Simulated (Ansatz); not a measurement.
The system is Cu.

```xyz
4
Lattice="2.5308 0.0000 0.0000 -1.2654 2.1917 0.0000 0.0000 0.0000 8.2618" Properties=species:S:1:pos:R:3 pbc="T T T"
Cu    1.2654    0.7306    6.1964
Cu    0.0000    0.0000    4.1309
Cu    0.0000    1.4611    2.0655
Cu    0.0000    0.0000    0.0000
```

This isn't the form of Cu at room conditions, which is fcc.

```yaml
Program: Ansatz 0.2.0
Task: relaxation of cell and atoms
Functional: PBE
Potentials_or_basis: Ansatz PAW
Cutoff: "420 eV (not typed: the program's choice for these potentials)"
k_mesh: 12 × 12 × 4
Occupations: fermi-dirac, width 0.05 eV
Spin: no spin polarisation
```

At the start: volume 11.46 Å³/atom.

Task: Where does the relaxation end?

Result: It ends after 8 steps and the volume is 11.97 Å³/atom (+4.5 %); space group P6_3/mmc (No. 194, to 0.05 Å).

Step by step:
```tsv
step	energy change (eV)	largest force (eV/Å)	volume (Å³)
1	0.0000	0.0000	45.83
2	-0.0304	0.0000	46.81
3	-0.0407	0.0000	47.80
4	-0.0408	0.0000	47.89
5	-0.0408	0.0000	47.90
6	-0.0422	0.0000	47.90
7	-0.0422	0.0000	47.88
8	-0.0422	0.0000	47.88
```

Final structure:
```yaml
crystal:
  lattice:
    - [2.57136, 0.00000, 0.00000]
    - [-1.28568, 2.22686, 0.00000]
    - [0.00000, 0.00000, 8.36175]
  atoms:
    - { symbol: Cu, position: [0.66667, 0.33333, 0.75000] }
    - { symbol: Cu, position: [0.00000, 0.00000, 0.50000] }
    - { symbol: Cu, position: [0.33333, 0.66667, 0.25000] }
    - { symbol: Cu, position: [0.00000, 0.00000, 0.00000] }
```

Caveat: the plane-wave basis is chosen anew once the cell has moved, so the energies of steps on either side of that aren't comparable.
